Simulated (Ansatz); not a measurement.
## TiC in Ansatz: the effect of functional

Crystal: TiC.

```
Ti C
1.0
     0.00000    2.16572    2.16572
     2.16572    0.00000    2.16572
     2.16572    2.16572    0.00000
Ti C
1 1
Direct
  0.00000 0.00000 0.00000
  0.50000 0.50000 0.50000
```

The cell is a database's computed one.

Alike in all runs:

```yaml
Program: Ansatz 0.2.0
Potentials_or_basis: Ansatz PAW
k_mesh: 6 × 6 × 6
Occupations: fermi-dirac, width 0.05 eV
Spin: no spin polarisation
```

Problem. One run gave: pressure -0.5 GPa. Which functional did it use?
A. BLYP
B. revPBE
C. RPBE
D. r2SCAN
E. LDA

Solution. D.

```tsv
functional	cutoff	pressure (GPa)
LDA	420 eV (not typed: the program's choice for these potentials)	-12.6
PBE	420 eV (not typed: the program's choice for these potentials)	0.3
PBEsol	420 eV (not typed: the program's choice for these potentials)	-6.7
RPBE	420 eV (not typed: the program's choice for these potentials)	4.9
revPBE	420 eV (not typed: the program's choice for these potentials)	3.7
BLYP	420 eV (not typed: the program's choice for these potentials)	8.3
r2SCAN	500 eV (not typed: the program's choice for these potentials)	-0.5
HSE06	420 eV (not typed: the program's choice for these potentials)	-4.7
r2SCAN0	500 eV (not typed: the program's choice for these potentials)	-4.9
```

Caveats: all runs use coarse meshes; the PAW data sets come from PBE, with cores solved anew for the run's functional, which leaves a small shift of forces and pressure (some runs); the thresholds are loose for stress (some runs).
